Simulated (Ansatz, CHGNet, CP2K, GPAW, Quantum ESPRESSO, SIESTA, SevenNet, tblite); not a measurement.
# Quantum ESPRESSO on generalised stacking fault on (111) (glide set) of a GaP-AlP solid solution (72 atoms): settings compared

How far do other settings of Quantum ESPRESSO move the forces in generalised stacking fault on (111) (glide set) of a GaP-AlP solid solution (72 atoms)? One run of the same program serves as the yardstick.

Main program and level: Quantum ESPRESSO 7.5; the method is named at each step.

### 1. The starting structure

The cell holds 72 atoms: 18 Al, 36 P and 18 Ga. Cell: a = 6.683 Å, b = 11.576 Å, c = 19.136 Å, α = 90.0°, β = 86.7°, γ = 90.0°. Zinc-blende GaP lattice (a = 5.4569 Å, the value set for the mixture), cell with z along [111], 1 x 3 x 2 periods; the third cell vector is tilted by 0.167 of 1/2[11-2] and lengthened by 0.2 Å, so the cell holds one fault (glide set); displaced by a Gaussian of 0.01 Å; 18 of 36 Ga sites given to Al at random (lattice constant by Vegard's rule between GaP and AlP). Then every atom was moved at random, 0.02 Å r.m.s. a Cartesian component. The structure's axis is c.

The yardstick, on the same geometry:

```
method                                           : Kohn-Sham DFT, PBE, SSSP efficiency 1.3.0 pseudopotentials, plane waves (Quantum ESPRESSO 7.5); sssp-pbe-1.3.0-efficiency, cutoffs 60/480 Ry, Γ point
r.m.s. force component                           : 0.512 eV/Å
longest force                                    : 3.087 eV/Å
pressure                                         : 2.959 GPa
gap (highest filled to lowest empty level) : 0.4491 eV
time                                             : 13 min on 4 MPI ranks of Arm Neoverse V1, shared host
CPU time                                         : 50 min
```

### 2. PBE, sssp-1.3.0-efficiency, 25/200 Ry

Method: Kohn-Sham DFT, PBE, SSSP efficiency 1.3.0 pseudopotentials, plane waves.

Contents of pw.in:

```
&control
  calculation = 'scf'
  pseudo_dir = './pseudo'
  outdir = './tmp'
  disk_io = 'none'
  tprnfor = .true.
  tstress = .true.
/
&system
  ibrav = 0
  nat = 72
  ntyp = 3
  ecutwfc = 25
  ecutrho = 200
  nosym = .true.
  occupations = 'smearing'
  smearing = 'fd'
  degauss = 0.003675
/
&electrons
  conv_thr = 3.6e-07
  electron_maxstep = 100
  mixing_beta = 0.2
  mixing_mode = 'local-TF'
  diagonalization = 'david'
/
ATOMIC_SPECIES
Al 26.982 Al.upf
P 30.974 P.upf
Ga 69.723 Ga.upf
CELL_PARAMETERS angstrom
6.68331 0.00000 0.00000
0.00000 11.57583 0.00000
1.11391 0.00000 19.10326
ATOMIC_POSITIONS crystal
Al 0.49910 0.16668 0.02011
P 0.47777 0.16411 0.14422
Ga 0.80342 0.16585 0.18570
P 0.78771 0.16897 0.31006
Ga 0.00011 0.00010 0.02015
P 0.97238 0.00000 0.14651
Al 0.30306 0.99910 0.18587
P 0.28734 0.00170 0.30980
Ga 0.61005 0.00061 0.34969
P 0.59098 0.00153 0.47553
Al 0.49057 0.49816 0.02000
P 0.47810 0.50438 0.14357
Ga 0.79660 0.50009 0.18665
P 0.77956 0.49795 0.30842
Al 0.99762 0.33096 0.02221
P 0.97439 0.32984 0.14389
Ga 0.30155 0.33481 0.18468
P 0.27792 0.33676 0.31137
Al 0.60557 0.33542 0.34834
P 0.59145 0.33435 0.47246
Ga 0.11028 0.16777 0.35011
P 0.08762 0.16845 0.47257
Ga 0.41560 0.16816 0.51475
P 0.39430 0.16770 0.63720
Al 0.72261 0.16675 0.68013
P 0.69290 0.16470 0.80431
Ga 0.91377 0.00079 0.51403
P 0.89533 0.99653 0.63807
Al 0.21459 0.99992 0.68043
P 0.19913 0.00077 0.80403
Ga 0.52615 0.00216 0.84341
P 0.51067 0.99767 0.96888
Ga 0.49723 0.83269 0.02001
P 0.47533 0.83239 0.14494
Al 0.80134 0.83770 0.18623
P 0.78093 0.83610 0.30937
Ga 0.99427 0.67004 0.02057
P 0.97762 0.66651 0.14476
Al 0.30117 0.66438 0.18638
P 0.28696 0.66735 0.31024
Al 0.61156 0.66763 0.35007
P 0.58637 0.66579 0.47604
Ga 0.10714 0.50090 0.34978
P 0.08669 0.49862 0.47640
Al 0.41101 0.49992 0.51526
P 0.39642 0.50102 0.64000
Al 0.71901 0.49804 0.68201
P 0.69475 0.50111 0.80224
Al 0.91344 0.33481 0.51651
P 0.89345 0.32979 0.64062
Al 0.22041 0.33406 0.68137
P 0.19618 0.33348 0.80614
Ga 0.53031 0.32756 0.84609
P 0.51082 0.33121 0.96945
Al 0.02343 0.16575 0.84562
P 0.01115 0.16687 0.96868
[... 12 atom lines left out ...]
Ga 0.02225 0.49965 0.84545
P 0.99955 0.50288 0.97150
Al 0.02635 0.83360 0.84616
P 0.00762 0.82940 0.97197
K_POINTS gamma
```

Launch:

```sh
$ OMP_NUM_THREADS=1 mpirun -np 2 pw.x -in pw.in > output.txt
```

What it wrote:

```text
Program PWSCF
     gamma-point specific algorithms are used
     Parallelization info
     sticks:   dense  smooth     PW     G-vecs:    dense   smooth      PW
     Min        2199    1099    273               238224    84175   10498
     Max        2200    1102    274               238225    84184   10503
     Sum        4399    2201    547               476449   168359   21001
     bravais-lattice index     =            0
     lattice parameter (alat)  =      12.6296  a.u.
     unit-cell volume          =    9973.5056 (a.u.)^3
     number of atoms/cell      =           72
     number of atomic types    =            3
     number of electrons       =       468.00
     number of Kohn-Sham states=          281
     kinetic-energy cutoff     =      25.0000  Ry
     charge density cutoff     =     200.0000  Ry
     scf convergence threshold =      3.6E-07
     mixing beta               =       0.2000
     number of iterations used =            8  local-TF  mixing
     Exchange-correlation= SLA  PW   PBX  PBC
                           (   1   4   3   4   0   0   0)
     crystal axes: (cart. coord. in units of alat)
               a(1) = (   1.000000   0.000000   0.000000 )
               a(2) = (   0.000000   1.732050   0.000000 )
               a(3) = (   0.166670   0.000000   2.858353 )
     reciprocal axes: (cart. coord. in units 2 pi/alat)
               b(1) = (  1.000000  0.000000 -0.058310 )
               b(2) = (  0.000000  0.577350  0.000000 )
               b(3) = (  0.000000  0.000000  0.349852 )
     PseudoPot. # 1 for Al:
     Pseudo is Projector augmented-wave + core cor, Zval =  3.0
     PseudoPot. # 2 for P :
     Pseudo is Ultrasoft + core correction, Zval =  5.0
     PseudoPot. # 3 for Ga:
     Pseudo is Projector augmented-wave + core cor, Zval = 13.0
     atomic species   valence    mass     pseudopotential
     Al                3.00    26.98200     Al( 1.00)
     P                 5.00    30.97400     P ( 1.00)
     Ga               13.00    69.72300     Ga( 1.00)
     No symmetry found
   Cartesian axes
     number of k points=     1  Fermi-Dirac smearing, width (Ry)=  0.0037
                       cart. coord. in units 2pi/alat
        k(    1) = (   0.0000000   0.0000000   0.0000000), wk =   2.0000000
     Dense  grid:   238225 G-vectors     FFT dimensions: (  60, 100, 180)
     Smooth grid:    84180 G-vectors     FFT dimensions: (  45,  72, 120)
     Check: negative core charge=   -0.000002
     Initial potential from superposition of free atoms
     starting charge     467.8998, renormalised to     468.0000
     Starting wfcs are  378 randomized atomic wfcs
     Self-consistent Calculation
     iteration #  1     ecut=    25.00 Ry     beta= 0.20
     Threshold (ethr) on eigenvalues was too large:
     Diagonalizing with lowered threshold
     total energy              =   -6220.61533030 Ry
     estimated scf accuracy    <       3.60801323 Ry
     iteration #  2     ecut=    25.00 Ry     beta= 0.20
     total energy              =   -6219.45590944 Ry
     estimated scf accuracy    <       2.66671929 Ry
     iteration #  3     ecut=    25.00 Ry     beta= 0.20
     total energy              =   -6219.94444918 Ry
     estimated scf accuracy    <       0.12623872 Ry
     iteration #  4     ecut=    25.00 Ry     beta= 0.20
     total energy              =   -6219.95076033 Ry
     estimated scf accuracy    <       0.08680562 Ry
     iteration #  5     ecut=    25.00 Ry     beta= 0.20
     total energy              =   -6219.94228863 Ry
     estimated scf accuracy    <       0.05805706 Ry
     iteration #  6     ecut=    25.00 Ry     beta= 0.20
     total energy              =   -6219.95217067 Ry
     estimated scf accuracy    <       0.01138326 Ry
[...]
total energy              =   -6219.95556298 Ry
[...]
iteration # 19     ecut=    25.00 Ry     beta= 0.20
     total energy              =   -6219.95556363 Ry
     estimated scf accuracy    <       0.00000133 Ry
     iteration # 20     ecut=    25.00 Ry     beta= 0.20
     total energy              =   -6219.95556378 Ry
     estimated scf accuracy    <       0.00000070 Ry
     iteration # 21     ecut=    25.00 Ry     beta= 0.20
     End of self-consistent calculation
          k = 0.0000 0.0000 0.0000 ( 10501 PWs)   bands (ev):
    -9.4943  -9.3860  -9.3596  -9.3330  -9.3321  -9.3240  -9.3186  -9.3167
    -9.3062  -9.3022  -9.2824  -9.2807  -9.2772  -9.2661  -9.2617  -9.2538
    -9.2466  -9.2440  -9.2373  -9.2301  -9.2220  -9.2201  -9.2191  -9.2178
    -9.2121  -9.2106  -9.2065  -9.2047  -9.2032  -9.1963  -9.1944  -9.1820
    -9.1761  -9.1744  -9.1698  -9.1695  -9.1643  -9.1637  -9.1530  -9.1490
    -9.1482  -9.1399  -9.1299  -9.1113  -9.0994  -9.0991  -9.0962  -9.0896
[...]
9.2519   9.3005   9.3682   9.4045   9.5311   9.6065   9.6310   9.6845
     9.7678   9.8534   9.8838   9.8986   9.9472  10.0275  10.0379  10.0592
    10.1233  10.1475  10.1992  10.2108  10.2441  10.2971  10.3205  10.3765
    10.4289
     the Fermi energy is     7.3609 ev
!    total energy              =   -6219.95556390 Ry
     estimated scf accuracy    <       0.00000018 Ry
     smearing contrib. (-TS)   =      -0.00043435 Ry
     internal energy E=F+TS    =   -6219.95512955 Ry
     The total energy is F=E-TS. E is the sum of the following terms:
     one-electron contribution =   -2525.08178440 Ry
     hartree contribution      =    1587.61577893 Ry
     xc contribution           =    -888.83036883 Ry
     ewald contribution        =   -1775.82564555 Ry
     one-center paw contrib.   =   -2617.83310969 Ry
     convergence has been achieved in  21 iterations
     Forces acting on atoms (cartesian axes, Ry/au):
     atom    1 type  1   force =    -0.00354479   -0.02948569    0.05464234
     atom    2 type  2   force =    -0.00868910   -0.00123681   -0.01980443
     atom    3 type  3   force =    -0.01341352   -0.00200748    0.01937977
     atom    4 type  2   force =    -0.02335443    0.01283672   -0.00847074
     atom    5 type  3   force =    -0.00186248   -0.01081160    0.06244054
     atom    6 type  2   force =     0.03725581   -0.01464744   -0.01573052
[...]
atom   70 type  2   force =    -0.00054849   -0.05683645   -0.04661080
     atom   71 type  1   force =    -0.00979127   -0.01129495    0.00848224
     atom   72 type  2   force =     0.00392410    0.08569862   -0.12359647
     Total force =     0.358674     Total SCF correction =     0.001736
     Computing stress (Cartesian axis) and pressure
          total   stress  (Ry/bohr**3)                   (kbar)     P=       19.02
  -0.00030314  -0.00000865  -0.00002288          -44.59       -1.27       -3.37
  -0.00000865   0.00064600  -0.00000101           -1.27       95.03       -0.15
  -0.00002288  -0.00000101   0.00004510           -3.37       -0.15        6.63
     Message from routine punch:
     Nothing written, as per user request (disk_io='none')
```

The job ended after 4.4 min (2 MPI ranks of Arm Neoverse V1, shared host; peak memory 1.5 GiB).

Banners, paths, timers and routine set-up lines are dropped from the logs unmarked, and long logs keep their key lines alone; longer cuts are marked.

Against the reference:

- r.m.s. force component: 0.6275 eV/Å
- r.m.s. difference of force components: 235 meV/Å
- longest difference of force vectors: 841 meV/Å
- force difference over r.m.s. force: 45.9 %
- slope of forces against the reference's: 1.146
- correlation of force components: 0.9348
- gap (highest filled to lowest empty level): 0.5418 eV
- gap difference: 0.0927 eV
- pressure: 1.902 GPa
- pressure difference: -1.057 GPa
- energy less the same-level run's: 260.9 meV/atom
- r.m.s. force difference from the same-level run: 235 meV/Å

This is a coarse setting, run to see what it loses.

Length of the force difference by element (eV/Å):

```
element  atoms   mean   most
     Al     18  0.020  0.029
     Ga     18   0.12   0.35
      P     36   0.55   0.84
```

Levels nearest the highest filled one (eV from it): -1.76, -1.69, -1.60, -1.48, -1.40, -1.38, -1.14, -1.09, -1.07, -0.71, -0.66, 0.00, 0.54, 0.69, 0.87, 0.88, 0.92, 1.04, 1.14, 1.21, 1.33, 1.40, 1.43, 1.49.

The surroundings of Ga3, picked at random, nearest first, numbered as they follow in the input and with coordinates relative to it.

```
atom      x      y      z  distance (Å)  bonds     Fx     Fy  Fz (eV/Å)
 Ga3   0.00   0.00   0.00          0.00      4  -0.34  -0.05       0.50
  P6   1.09  -1.92  -0.75          2.33      4   0.96  -0.38      -0.40
 P16   1.10   1.90  -0.80          2.33      4   0.21   0.68      -0.44
  P2  -2.22  -0.02  -0.79          2.36      4  -0.22  -0.03      -0.51
  P4   0.03   0.04   2.38          2.38      4  -0.60   0.33      -0.22
Al35  -0.01  -3.80   0.01          3.80      4  -0.17  -0.71      -0.06
Al15   1.12   1.91  -3.12          3.83      3  -0.09   0.80       0.87
 Ga9  -1.11  -1.91   3.13          3.83      4  -0.04   0.42       0.74
Al19  -1.14   1.96   3.11          3.85      4  -0.16  -0.41       0.43
```

Forces lie 46 % from the reference's, at 0.18 times its CPU time (on 2 against 4 cores).

The difference per atom is largest on P (0.55 eV/Å on average, against 0.12 on Ga).

Within one program, basis, potentials and functional, energies share a zero. Each run against its twin at the usual cutoff or grid and solver:

```csv
run,twin,Δ energy (meV/atom),"Δ force, r.m.s. (meV/Å)",CPU time over the twin's
"QE PBE, sssp-1.3.0-efficiency, 25/200 Ry","sssp-1.3.0-efficiency, 60/480 Ry",261,235,0.18 (this twin ran on 4 cores)
```

### 3. Summary of results

```
force difference from the reference : QE PBE, sssp-1.3.0-efficiency, 25/200 Ry (coarse), 46 %
its CPU time                        : 8.9 min
```

**Reading.** Runs with settings chosen to be coarse differ by 46 % (QE PBE, sssp-1.3.0-efficiency, 25/200 Ry). One electronic-structure run takes under half the reference's CPU time: QE PBE, sssp-1.3.0-efficiency, 25/200 Ry, at 46 % in 8.9 min against 50 min. At the same functional, the gap of QE PBE, sssp-1.3.0-efficiency, 25/200 Ry lies 0.09 eV above the reference's 0.449 eV. These are spacings on the run's k-points, which needn't hold the band edges. The reference's pressure holds the uncorrected Pulay stress of its 60 Ry basis, so small pressure differences, and their order, may be the reference's own error. The reference's stress is far from hydrostatic: its diagonal is -2.8, 10.0, 1.7 GPa, compression counted positive. The host structure and its lattice constant were typed by rule, without a check against the phase diagram. The reference's pressure of 3.0 GPa belongs to a cell and atoms that aren't relaxed at this level. The electronic-structure runs sample only Γ, in a cell whose shortest periodic width is 7 Å.

[Also dropped from logs without a mark: logging warnings of Python, and SIESTA's first energy breakdown and zero terms.]

[Logs are printed without paths, hosts, clocks, repeated set-up lines and the standing remarks that a program may print on its own settings, such as how far it seeks lower states.]

[Hosts, paths, dates, database ids (printed as entryN), source tags and the programs' standing remarks are cut or masked in the printed files.]
